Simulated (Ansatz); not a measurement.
# Rb: strain energy, fitted

Rb, Cmcm, a = 4.695 Å, b = 15.676 Å, c = 4.839 Å. This isn't the element's structure at ambient conditions. Ansatz: PBEsol, PAW, 420 eV, Γ-centred 12×12×4 mesh on 4 atoms, Gaussian smearing 0.10 eV; no spin polarisation. Series: biaxial strain in the a-b plane, c and atoms relaxed; x is the strain in per cent. The axes a, b, c are those of the computed cell (4.839, 4.695, 15.676 Å), along [0 0 -1], [1 0 0], [0 -1 0] of the cell named above. y is the free energy over the unstrained cell, V0 = 89.031 Å³/atom.

| x (%) | y (meV/atom) |
| --- | --- |
| -4.5 | ? |
| -3.0 | 1.89 |
| -1.5 | 0.30 |
| 0.0 | 0.00 |
| 1.5 | 0.84 |
| 3.0 | 2.65 |
| 4.5 | 5.44 |

Fit y = c2 x² + c3 x³ to the other rows, turn c2 into a modulus, and predict the missing energy.

Least squares on the rows shown. y = 0.2386 x² + 0.007944 x³. In eV per unit strain² c2 is 2.386; M is the biaxial modulus (E = M V0 ε²): 2.386 × 160.2 / (89.031) = 4.3 GPa. With a term in x⁴ added, the coefficient of x² becomes 0.2871, 20 % more, which shows how far this figure hangs on the form. At x = -4.5 the fit asked for gives 4.11 meV/atom. The run gave 4.99 meV/atom, so the fit is 0.88 meV/atom too low, 16 % of the span of the series, against an rms of 0.21 meV/atom on the fitted rows. The row lies outside the fitted range. With a term in x⁴ added, a fit to the same known rows predicts 2.78 meV/atom, further off still.